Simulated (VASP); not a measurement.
# Co in VASP: a series of runs, part 2 of 2

VASP 6.6.1. The steps go on from the part before.

### 3 Single point, PBE, collinear spin, ferromagnetic start

This run uses another cell than the first one, of 16.99 Å³/atom, 1.099 times its volume.

File INCAR:

```
SYSTEM = Co
ALGO = Normal
DIPOL = 0.5 0.5 0.500
EDIFF = 1E-7
ENCUT = 460
GGA = PE
IDIPOL = 3
ISIF = 2
ISMEAR = 1
ISPIN = 2
LASPH = .True.
LCHARG = .False.
LDIPOL = .True.
LMAXMIX = 4
LORBIT = 11
LREAL = .False.
LVACPOTAV = .True.
LVHAR = .True.
LWAVE = .False.
MAGMOM = 2 2 2 2 2 2 2
NBANDS = 46
NELM = 120
PREC = Accurate
SIGMA = 0.1
```

File KPOINTS:

```
k-points
0
Gamma
  12 12 1
  0 0 0
```

File POSCAR:

```
Co
1.0
    2.4873648738      0.0000000000      0.0000000000
   -1.2436824369      2.1541211692      0.0000000000
    0.0000000000      0.0000000000     22.1898685102
Co
7
Direct
    0.3333333300      0.6666666600      0.2237803218
    0.6666666700      0.3333333400      0.3189490222
    0.3333333300      0.6666666600      0.4068949492
    0.6666666700      0.3333333400      0.5020636495
    0.3333333300      0.6666666600      0.5900095765
    0.6666666700      0.3333333400      0.6851782769
    0.3333333300      0.6666666600      0.7731242039
```

Potentials or basis: VASP PAW PBE potentials, release 64 (Co).

Started as:

```console
> cat potpaw_PBE.64/Co/POTCAR > POTCAR
> mpirun -np 1 vasp_std > vasp.out
```

OUTCAR:

```text
SYSTEM = Co
   EDIFF = 1E-7
   ENCUT = 460
   GGA = PE
   ISIF = 2
   ISMEAR = 1
   ISPIN = 2
   LASPH = .True.
   LORBIT = 11
   LREAL = .False.
   NELM = 120
   PREC = Accurate

 Found     19 irreducible k-points:

 Following reciprocal coordinates:
            Coordinates               Weight
  0.000000  0.000000  0.000000      1.000000
  0.083333 -0.000000  0.000000      6.000000
  0.166667  0.000000  0.000000      6.000000
  0.250000 -0.000000  0.000000      6.000000
  0.333333 -0.000000  0.000000      6.000000
  0.416667 -0.000000  0.000000      6.000000
   k-points           NKPTS =     19   k-points in BZ     NKDIM =     19   number of bands    NBANDS=     46
   number of dos      NEDOS =    301   number of ions     NIONS =      7
   total plane-waves  NPLWV =  51840
   dimension x,y,z NGX =    18 NGY =   18 NGZ =  160
   dimension x,y,z NGXF=    36 NGYF=   36 NGZF=  320
   ions per type =               7
   NGX,Y,Z   is equivalent  to a cutoff of  12.03, 12.03, 11.99 a.u.
   NGXF,Y,Z  is equivalent  to a cutoff of  24.06, 24.06, 23.97 a.u.
 SYSTEM =  Co
   PREC   = accura    normal or accurate (medium, high low for compatibility)
   ISTART =      0    job   : 0-new  1-cont  2-samecut
   ICHARG =      2    charge: 1-file 2-atom 10-const
   ISPIN  =      2    spin polarized calculation?
   LNONCOLLINEAR =      F non collinear calculations
   LSORBIT =      F    spin-orbit coupling
   LASPH  =      T    aspherical Exc in radial PAW
   ENCUT  =  460.0 eV  33.81 Ry    5.81 a.u.   4.35  4.35 38.81*2*pi/ulx,y,z
   NELM   =    120;   NELMIN=  2; NELMDL= -5     # of ELM steps
   EDIFF  = 0.1E-06   stopping-criterion for ELM
   LREAL  =      F    real-space projection
   EDIFFG = 0.1E-05   stopping-criterion for IOM
   NSW    =      0    number of steps for IOM
   IBRION =     -1    ionic relax: 0-MD 1-quasi-New 2-CG
   NFREE  =      0    steps in history (QN), initial steepest desc. (CG)
   ISIF   =      2    stress and relaxation
   ISYM   =      2    0-nonsym 1-usesym 2-fastsym
   POTIM  = 0.5000    time-step for ionic-motion
[... 61 lines left out ...]
      6      -0.4243      1.00000
[... 265 lines left out ...]
     42       9.4330      0.00000
     43      11.7805      0.00000

 [... further k-points ...]

 spin component 2

 k-point     1 :       0.0000    0.0000    0.0000
  band No.  band energies     occupation
      1      -3.8608      1.00000
      2      -3.3662      1.00000
      3      -2.5551      1.00000
      4      -1.5141      1.00000
      5      -0.4760      1.00000
      6       0.2673      1.00000
[... 265 lines left out ...]
     42      10.1023      0.00000
     43      12.3822      0.00000

 [... further k-points ...]

 [bands above 43 left out]

------------------------ aborting loop because EDIFF is reached ----------------------------------------

  FORCE on cell =-STRESS in cart. coord.  units (eV):
  Direction    XX          YY          ZZ          XY          YZ          ZX
  --------------------------------------------------------------------------------------
  -------------------------------------------------------------------------------------
  Total       -1.2684462     -1.2684462     -1.5703673      0.0000000      0.0000000      0.0000000
  in kB      -17.0929998    -17.0929998    -21.1615496      0.0000000      0.0000000      0.0000000
  external PRESSURE =     -18.4491831 kB  Pullay stress =       0.0000000 kB

 VOLUME and BASIS-vectors are now :
 -----------------------------------------------------------------------------
  energy-cutoff  :      460.00
  volume of cell :      118.90
      direct lattice vectors                 reciprocal lattice vectors
     2.487364874  0.000000000  0.000000000     0.402031889  0.232113220  0.000000000
    -1.243682437  2.154121169  0.000000000     0.000000000  0.464226439  0.000000000
     0.000000000  0.000000000 22.189868510     0.000000000  0.000000000  0.045065612

 POSITION                                       TOTAL-FORCE (eV/Angst)
 -----------------------------------------------------------------------------------
      0.00000      1.43608      4.96566        -0.000000     -0.000000      0.570979
      1.24368      0.71804      7.07744         0.000000     -0.000000     -0.870867
      0.00000      1.43608      9.02895         0.000000     -0.000000      0.615367
      1.24368      0.71804     11.14073         0.000000     -0.000000     -0.497049
      0.00000      1.43608     13.09223         0.000000     -0.000000      0.411946
      1.24368      0.71804     15.20402        -0.000000     -0.000000     -0.189612
      0.00000      1.43608     17.15552        -0.000000      0.000000     -0.040764
 -----------------------------------------------------------------------------------
    total drift:                                0.000000     -0.000001     -0.000032

  FREE ENERGIE OF THE ION-ELECTRON SYSTEM (eV)
  ---------------------------------------------------
  free  energy   TOTEN  =       -47.7095742023 eV

  energy  without entropy=      -47.7085159539  energy(sigma->0) =      -47.70922145

 vacuum level on the upper side and lower side of the slab         9.778         9.860

 total charge

# of ion       s       p       d       tot
------------------------------------------
    1        0.475   0.385   7.209   8.069
    2        0.488   0.520   7.260   8.268
    3        0.491   0.524   7.258   8.272
    4        0.490   0.523   7.258   8.272
    5        0.491   0.523   7.258   8.272
    6        0.487   0.522   7.258   8.267
    7        0.490   0.416   7.243   8.149
--------------------------------------------------
tot          3.412   3.412  50.744  57.568

 magnetization (x)

# of ion       s       p       d       tot
------------------------------------------
    1       -0.007  -0.036   1.845   1.802
    2       -0.013  -0.049   1.771   1.710
    3       -0.012  -0.051   1.744   1.681
    4       -0.013  -0.050   1.729   1.666
    5       -0.012  -0.049   1.741   1.681
    6       -0.014  -0.051   1.782   1.718
    7       -0.009  -0.035   1.795   1.751
--------------------------------------------------
tot         -0.080  -0.320  12.407  12.007
```

Wall time 10 min (1 thread of Intel Xeon Platinum 8259CL at 2.50GHz (Skylake/Cascade Lake), shared host); peak memory 0.33 GiB.

The run converged, but some of its settings lie outside the range that counts as converged, so its numbers aren't taken as properties of the slab.

Results:

- Free energy: -47.7096 eV
- Largest force: 0.871 eV/Å
- Band gap on the k mesh: none (metal or under the smearing width)
- Net moment: 11.88 μB per cell
- Site moments: Co +1.80, +1.71, +1.68, +1.67, +1.72, +1.75 μB
- Valence electrons inside the program's atomic spheres: Co 8.07, 8.27, 8.15
- Work function of the upper face: 4.91 eV
- Work function of the lower face: 4.99 eV
